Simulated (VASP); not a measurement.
# SnO in VASP: how settings move the PBE single point

The PBE single point of zincblende SnO, under -3.9 % equal strain in all directions is repeated with altered inputs. Which of them can be trusted? This is a trial cell built on a prototype, not taken from a measured structure, and it needn't be the compound's ground state.

The runs shown are made with VASP 6.6.1. PAW datasets, plane waves. Spin-unpolarised throughout. Whether this structure exists isn't addressed.

**1. The cell**

The cell comes from an earlier relaxation with r2SCAN in another program.

The symmetry is F-43m (No. 216, cubic); a = 5.206 Å in the conventional setting, 17.64 Å³ an atom. Around Sn lie 4 O at 2.25 Å; around O lie 4 Sn at 2.25 Å.

Coordinates:

```cif
data_structure
_symmetry_space_group_name_H-M 'P 1'
_symmetry_Int_Tables_number 1
_cell_length_a 3.6814
_cell_length_b 3.6814
_cell_length_c 3.6814
_cell_angle_alpha 60.000
_cell_angle_beta 60.000
_cell_angle_gamma 60.000
_cell_volume 35.28
loop_
_atom_site_label
_atom_site_type_symbol
_atom_site_fract_x
_atom_site_fract_y
_atom_site_fract_z
_atom_site_occupancy
Sn1 Sn 0.00000 0.00000 0.00000 1
O1 O 0.25000 0.25000 0.25000 1
```

**2. The reference run**

File INCAR:

```
ENCUT = 520.000000
SIGMA = 0.020000
EDIFF = 1.00e-07
GGA = PE
PREC = Accurate
IBRION = -1
ISIF = 2
ISMEAR = -1
NBANDS = 17
NELM = 120
NSW = 0
LASPH = .TRUE.
LCHARG = .FALSE.
LWAVE = .FALSE.
LREAL = .FALSE.
```

File KPOINTS:

```
KPOINTS created by Atomic Simulation Environment
0
Gamma
8 8 8
0 0 0
```

File POSCAR:

```
Sn O
 1.0000000000000000
     0.0000000000000000    2.6031359865999999    2.6031359865999999
     2.6031359865999999    0.0000000000000000    2.6031359865999999
     2.6031359865999999    2.6031359865999999    0.0000000000000000
 Sn  O
   1   1
Cartesian
  0.0000000000000000  0.0000000000000000  0.0000000000000000
  1.3015679933000002  1.3015679933000002  1.3015679933000002
```

A file KPOINTS_OPT adds named points for the levels; it doesn't enter the self-consistent loop.

Potentials: the recommended PBE PAW datasets, 20 valence electrons.

Launch:

```
$ mpirun -np 1 vasp_std
```

**3. Variant 1**

File INCAR:

```
SIGMA = 0.020000
EDIFF = 1.00e-07
GGA = PE
PREC = Accurate
IBRION = -1
ISIF = 2
ISMEAR = -1
NBANDS = 17
NSW = 0
LASPH = .TRUE.
LCHARG = .FALSE.
LWAVE = .FALSE.
LREAL = .FALSE.
ADDGRID = .TRUE.
ENCUT = 200
NELM = 63
```

KPOINTS is that of step 2.

POSCAR is that of step 2.

**4. Variant 2**

Edit INCAR of step 2 so:

```diff
@@ -4,3 +4,2 @@
 GGA = PE
-PREC = Accurate
 IBRION = -1
@@ -14,2 +13,4 @@
 LWAVE = .FALSE.
-LREAL = .FALSE.
+PREC = Single
+ISYM = 0
+LREAL = .TRUE.
```

File KPOINTS:

```
KPOINTS created by Atomic Simulation Environment
0
Gamma
4 4 4
0 0 0
```

POSCAR is that of step 2.

Before running it: what results should come out? Wanted: for each run, changed; ending; energy change; pressure; electronic steps; usable.

**Answer**, as computed:

| run | changed | ending | energy change (meV/atom) | pressure (GPa) | gap on the mesh (eV; negative: overlap) | electronic steps | time | usable |
| --- | --- | --- | --- | --- | --- | --- | --- | --- |
| ref. | – | converged | 0 | 12.0 | -0.19 | 14 | 9.2 s | yes |
| 1 | ADDGRID = .TRUE., ENCUT = 200, NELM = 63 | converged | -149.1 | -92.1 | -0.26 | 15 | 3.9 s | no |
| 2 | PREC = Single, ISYM = 0, LREAL = .TRUE., mesh 4×4×4 | converged | 38.3 | 23.1 | -0.19 | 14 | 15 s | no |

Of 2 altered inputs, 2 ended normally on a faulty or unsound input.
